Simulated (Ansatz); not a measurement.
Tc:

```
Tc
1.0
     2.73936    0.00000    0.00000
    -1.36968    2.37235    0.00000
     0.00000    0.00000    8.76968
Tc
4
Direct
  0.66667 0.33333 0.75000
  0.00000 0.00000 0.50000
  0.33333 0.66667 0.25000
  0.00000 0.00000 0.00000
```

Base run:

```yaml
Program: Ansatz 0.2.0
Functional: PBE
Potentials_or_basis: all-electron LAPW, scalar-relativistic
Cutoff: 262 eV
Density_cutoff: 1049 eV
Basis_error_allowed: 0.001 eV/atom
k_mesh: 11 × 11 × 3
Occupations: fermi-dirac, width 0.05 eV
Spin: no spin polarisation
```

Its results: band gap on the k mesh none (metal or under the smearing width); pressure 4.3 GPa.

Question: The run is repeated on the same cell with these changes: functional from PBE to PBEsol. What comes out?

Answer: Band gap on the k mesh none (metal or under the smearing width); pressure -5.3 GPa.

PBEsol binds more tightly than PBE, so the same cell stands under less pressure.

Not every run made on this cell is shown here.
